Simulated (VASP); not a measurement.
# Cu (P-1) in VASP: notebook, part 2 of 2

VASP 6.6.1. Earlier steps stand in the parts before.

## 3. Single point, LDA+U (cell strained at random at fixed volume)

File INCAR:

```
SYSTEM = Cu
ALGO = Normal
EDIFF = 1E-6
ENCUT = 520
ISIF = 2
ISMEAR = -5
LASPH = .True.
LCHARG = .False.
LDAU = .True.
LDAUJ = 0
LDAUL = 2
LDAUPRINT = 1
LDAUTYPE = 2
LDAUU = 6
LMAXMIX = 4
LREAL = .False.
LWAVE = .False.
NBANDS = 12
NELM = 150
PREC = Accurate
SIGMA = 0.05
```

File KPOINTS:

```
k-points
0
Gamma
  13 13 13
  0 0 0
```

File POSCAR:

```
Cu
1.0
    0.0250780000      1.7970480000      1.8117080000
    1.8142890000      0.0036900000      1.8330960000
    1.8106590000      1.8148060000      0.0073200000
Cu
1
Direct
    0.0000000000      0.0000000000      0.0000000000
```

Potentials or basis: VASP PAW LDA potentials, release 64 (Cu).

On the command line:

```console
$ cat potpaw_LDA.64/Cu/POTCAR > POTCAR
$ mpirun -np 1 vasp_std > vasp.out
```

OUTCAR:

```text
SYSTEM = Cu
   EDIFF = 1E-6
   ENCUT = 520
   ISIF = 2
   ISMEAR = -5
   LASPH = .True.
   LREAL = .False.
   NELM = 150
   PREC = Accurate

 ion  position               nearest neighbor table
   1  0.000  0.000  0.000-

  Warning from LATTYP: Got some problem with cell dimensions!
  Tried to take original basis but could not verify dimensions!
  LATTYP: Found a triclinic cell.
 ALAT       =     4.3827418574
 B/A-ratio  =     0.5780287546
 C/A-ratio  =     0.5849313278
 COS(alpha) =     0.0022772015
 COS(beta)  =     0.2968020544
 COS(gamma) =     0.8607564277

  Lattice vectors:

 A1 = (   1.7641330000,  -3.5904060000,  -1.7903200000)
 A2 = (   1.7892110000,  -1.7933580000,   0.0213880000)
 A3 = (  -1.8106590000,  -1.8148060000,  -0.0073200000)

Analysis of symmetry for initial positions (statically):
=====================================================================
 Subroutine PRICEL returns:
 Original cell was already a primitive cell.

 Routine SETGRP: Setting up the symmetry group for a
 triclinic supercell.

 Subroutine GETGRP returns: Found  2 space group operations
 (whereof  2 operations were pure point group operations)
 out of a pool of  2 trial point group operations.

The static configuration has the point symmetry S_2 .

Analysis of symmetry for dynamics (positions and initial velocities):
=====================================================================
 Subroutine PRICEL returns:
 Original cell was already a primitive cell.

 Routine SETGRP: Setting up the symmetry group for a
 triclinic supercell.

 Subroutine GETGRP returns: Found  2 space group operations
 (whereof  2 operations were pure point group operations)
 out of a pool of  2 trial point group operations.

The dynamic configuration has the point symmetry S_2 .

 Subroutine INISYM returns: Found  2 space group operations
 (whereof  2 operations are pure point group operations),
 and found     1 'primitive' translations

----------------------------------------------------------------------------------------

                                     Primitive cell

  volume of cell :      11.8104

  direct lattice vectors                    reciprocal lattice vectors
     0.025078000  1.797048000  1.811708000    -0.281674238  0.279908386  0.278220895
     1.814289000  0.003690000  1.833096000     0.277276214 -0.277738320  0.271652805
     1.810659000  1.814806000  0.007320000     0.278354258  0.274418340 -0.276050830

  length of vectors
     2.551920120  2.579127592  2.563603014     0.484866938  0.477300660  0.478529601

  position of ions in fractional coordinates (direct lattice)
     0.000000000  0.000000000  0.000000000

  ion indices of the primitive-cell ions
   primitive index   ion index
                 1           1

----------------------------------------------------------------------------------------

 KPOINTS: k-points

Automatic generation of k-mesh.
 Grid dimensions read from file:
[... 90 lines left out ...]
  Thomas-Fermi vector in A             =   2.696162
   LORBIT       =      0    0 simple, 1 ext, 2 COOP (PROOUT), +10 PAW based schemes
 LDA+U is selected, type is set to LDAUTYPE =  2
   angular momentum for each species LDAUL =     2
   U (eV)           for each species LDAUU =   6.0
   J (eV)           for each species LDAUJ =   0.0
   GGA     = CA    functional components
   LHFCALC =     F    Hartree Fock is set to
   AEXX    =    0.0000 exact exchange contribution
   IVDW    =     0    specifies the selected vdW correction
   LEPSILON=     F    determine dielectric tensor
   LRPA    =     F    only Hartree local field effects (RPA)
 non-spin polarized calculation
 Fermi weights with tetrahedron method with Bloechl corrections
  energy-cutoff  :      520.00
  volume of cell :       11.81
 maximum number of plane-waves:       331
   NGX =  9   NGY =  9   NGZ =  9

atom =   1  type =  1  l = 2

 onsite density matrix

spin component  1

  0.9365 -0.0004 -0.0004  0.0002 -0.0000
 -0.0004  0.9369 -0.0001 -0.0003  0.0002
 -0.0004 -0.0001  0.9467  0.0003 -0.0000
  0.0002 -0.0003  0.0003  0.9368  0.0004
 -0.0000  0.0002 -0.0000  0.0004  0.9471

spin component  2

  0.9365 -0.0004 -0.0004  0.0002 -0.0000
 -0.0004  0.9369 -0.0001 -0.0003  0.0002
 -0.0004 -0.0001  0.9467  0.0003 -0.0000
  0.0002 -0.0003  0.0003  0.9368  0.0004
 -0.0000  0.0002 -0.0000  0.0004  0.9471

 occupancies and eigenvectors

  o =  0.9363  v =  0.8590  0.5084  0.0395 -0.0444 -0.0082  0.0000  0.0000  0.0000  0.0000  0.0000      0.0000  0.0000  0.0000  0.0000  0.0000  0.0000  0.0000  0.0000  0.0000  0.0000
  o =  0.9363  v =  0.0000  0.0000  0.0000  0.0000  0.0000  0.8590  0.5084  0.0395 -0.0444 -0.0082      0.0000  0.0000  0.0000  0.0000  0.0000  0.0000  0.0000  0.0000  0.0000  0.0000
  o =  0.9366  v =  0.2380 -0.4771  0.0256 -0.8443  0.0459  0.0000  0.0000  0.0000  0.0000  0.0000      0.0000  0.0000  0.0000  0.0000  0.0000  0.0000  0.0000  0.0000  0.0000  0.0000
  o =  0.9366  v =  0.0000  0.0000  0.0000  0.0000  0.0000  0.2380 -0.4771  0.0256 -0.8443  0.0459      0.0000  0.0000  0.0000  0.0000  0.0000  0.0000  0.0000  0.0000  0.0000  0.0000
  o =  0.9374  v =  0.4517 -0.7164 -0.0066  0.5316 -0.0082  0.0000  0.0000  0.0000  0.0000  0.0000      0.0000  0.0000  0.0000  0.0000  0.0000  0.0000  0.0000  0.0000  0.0000  0.0000
  o =  0.9374  v =  0.0000  0.0000  0.0000  0.0000  0.0000  0.4517 -0.7164 -0.0066  0.5316 -0.0082      0.0000  0.0000  0.0000  0.0000  0.0000  0.0000  0.0000  0.0000  0.0000  0.0000
  o =  0.9467  v = -0.0369 -0.0108  0.9950  0.0306  0.0871  0.0000  0.0000  0.0000  0.0000  0.0000      0.0000  0.0000  0.0000  0.0000  0.0000  0.0000  0.0000  0.0000  0.0000  0.0000
  o =  0.9467  v =  0.0000  0.0000  0.0000  0.0000  0.0000 -0.0369 -0.0108  0.9950  0.0306  0.0871      0.0000  0.0000  0.0000  0.0000  0.0000  0.0000  0.0000  0.0000  0.0000  0.0000
  o =  0.9471  v =  0.0000  0.0000  0.0000  0.0000  0.0000  0.0030  0.0212 -0.0880  0.0403  0.9951      0.0000  0.0000  0.0000  0.0000  0.0000  0.0000  0.0000  0.0000  0.0000  0.0000
  o =  0.9471  v =  0.0030  0.0212 -0.0880  0.0403  0.9951  0.0000  0.0000  0.0000  0.0000  0.0000      0.0000  0.0000  0.0000  0.0000  0.0000  0.0000  0.0000  0.0000  0.0000  0.0000

 number of electron      11.0000000 magnetization

 Free energy of the ion-electron system (eV)
  ---------------------------------------------------
  ext. energy  EPLUGINS =         0.00000000
  ---------------------------------------------------
  free energy    TOTEN  =        -2.73078383 eV

  energy without entropy =       -2.73078383  energy(sigma->0) =       -2.73078383

 E-fermi :   6.7865     XC(G=0): -13.0013

 val. band max:        6.8256486154   @ k =  -0.0769   0.0000   0.4615
 cond. band min:       6.7622014145   @ k =   0.3077  -0.4615   0.3077
 fundamental gap:     -0.0634472009
 Fermi energy:         6.7864619369

 k-point     1 :       0.0000    0.0000    0.0000
  band No.  band energies     occupation
      1      -1.9715      2.00000
      2       2.4869      2.00000
      3       2.5248      2.00000
      4       2.6077      2.00000
      5       3.2992      2.00000
      6       3.3439      2.00000
      7      29.9473      0.00000
      8      32.1517      0.00000
      9      32.3771      0.00000
     10      32.6821      0.00000
     11      32.8640      0.00000
     12      33.2002      0.00000
[... 331 lines left out ...]
 k-point    24 :       0.2308    0.1538    0.0000
  band No.  band energies     occupation
      1      -0.1919      2.00000
      2       2.0875      2.00000
      3       2.8385      2.00000
      4       2.9493      2.00000
      5       3.1785      2.00000
      6       3.5245      2.00000
      7      23.8218      0.00000
      8      25.6933      0.00000
      9      26.9000      0.00000
     10      28.6075      0.00000
     11      31.9748      0.00000
     12      38.3179      0.00000

 [... further k-points ...]
[... 5 lines left out ...]
  --------------------------------------------------------------------------------------
  -------------------------------------------------------------------------------------
  Total       -1.0181656     -1.0270116     -1.0492004     -0.0457617      0.0268040     -0.0579693
  in kB     -138.1224427   -139.3224770   -142.3325634     -6.2079449      3.6361857     -7.8640114
  external PRESSURE =    -139.9258277 kB  Pullay stress =       0.0000000 kB

 VOLUME and BASIS-vectors are now :
 -----------------------------------------------------------------------------
  energy-cutoff  :      520.00
  volume of cell :       11.81
      direct lattice vectors                 reciprocal lattice vectors
     0.025078000  1.797048000  1.811708000    -0.281674238  0.279908386  0.278220895
     1.814289000  0.003690000  1.833096000     0.277276214 -0.277738320  0.271652805
     1.810659000  1.814806000  0.007320000     0.278354258  0.274418340 -0.276050830

 POSITION                                       TOTAL-FORCE (eV/Angst)
 -----------------------------------------------------------------------------------
      0.00000      0.00000      0.00000         0.000000      0.000000     -0.000000
 -----------------------------------------------------------------------------------
    total drift:                                0.000000      0.000000      0.000000

  FREE ENERGIE OF THE ION-ELECTRON SYSTEM (eV)
  ---------------------------------------------------
  free  energy   TOTEN  =        -2.7307838259 eV

  energy  without entropy=       -2.7307838259  energy(sigma->0) =       -2.73078383
```

stdout:

```text
POSCAR found type information on POSCAR Cu
 POSCAR found :  1 types and       1 ions
 scaLAPACK will be used
 LDA part: xc-table for (Slater(with rela. corr.)+CA(PZ))
 , standard interpolation
 POSCAR, INCAR and KPOINTS ok, starting setup
 FFT: planning ... GRIDC
 FFT: planning ... GRID_SOFT
 FFT: planning ... GRID
 WAVECAR not read
 entering main loop
 -----------------------------------------------------------------------------
|                                                                             |
|           W    W    AA    RRRRR   N    N  II  N    N   GGGG   !!!           |
|           W    W   A  A   R    R  NN   N  II  NN   N  G    G  !!!           |
|           W    W  A    A  R    R  N N  N  II  N N  N  G       !!!           |
|           W WW W  AAAAAA  RRRRR   N  N N  II  N  N N  G  GGG   !            |
|           WW  WW  A    A  R   R   N   NN  II  N   NN  G    G                |
|           W    W  A    A  R    R  N    N  II  N    N   GGGG   !!!           |
|                                                                             |
|     Tetrahedron method does not include variations of the Fermi             |
|     occupations, so forces and stress will be inaccurate. We suggest        |
|     using a different smearing scheme ISMEAR = 1 or 2 for metals in         |
|     relaxations.                                                            |
|                                                                             |
 -----------------------------------------------------------------------------
```

Wall time 68 s (1 thread of Intel Xeon Platinum 8559C (Emerald Rapids), shared host); peak memory 0.26 GiB.

What came out:

| Quantity | Value |
| --- | --- |
| Free energy | -2.7308 eV |
| Pressure | -14.0 GPa |
| Band gap on the k mesh | none (metal or under the smearing width) |

Eigenvalues of the final occupation matrices:
| site | spin | trace | eigenvalues |
| --- | --- | --- | --- |
| site 1 d | 1 | 4.70 | 0.94 0.94 0.94 0.95 0.95 |
| site 1 d | 2 | 4.70 | 0.94 0.94 0.94 0.95 0.95 |

Caveat: U without spin polarisation on a metal has little footing; the U is typed as a test and isn't derived for this compound; tetrahedron occupations give inexact forces and stress in metals.
